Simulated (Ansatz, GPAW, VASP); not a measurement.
# BN: 4 runs at one level of theory

```xyz
2
Lattice="0.0000 1.8130 1.8130 1.8130 0.0000 1.8130 1.8130 1.8130 0.0000" Properties=species:S:1:pos:R:3 pbc="T T T"
N     0.9065    0.9065    0.9065
B     0.0000    0.0000    0.0000
```

The cell is a database's computed one, not the measured one.

Alike in all runs: task single point; functional PBE; k mesh 13 × 13 × 13; occupations gaussian, width 0.03 eV; no spin polarisation; no spin-orbit coupling. Pressure is positive in compression and, in plane waves, holds the error of the finite cutoff, which Ansatz's Pulay term estimates and takes out.

| program and potentials | plane-wave cutoff (eV) | notes | pressure (GPa) |
| --- | --- | --- | --- |
| Ansatz, Ansatz PAW | 420 | Pulay term of +1.05 GPa included | -0.40 |
| GPAW, GPAW PAW data sets (gpaw-data 1.2.1) | 800 | - | -1.60 |
| VASP, PBE PAW files B, N, 520 eV | 520 | - | -0.16 |
| Ansatz, all-electron LAPW, scalar-relativistic | - | - | -0.41 |

The pressure spans -1.60 (GPAW, GPAW PAW data sets (gpaw-data 1.2.1)) to -0.16 GPa (VASP, PBE PAW files B, N, 520 eV), with all-electron results at -0.41.

Differences between rows come from potentials, basis sets and numerical settings, since the functional is the same but for its coding. Runs on potential files found faulty are left out.
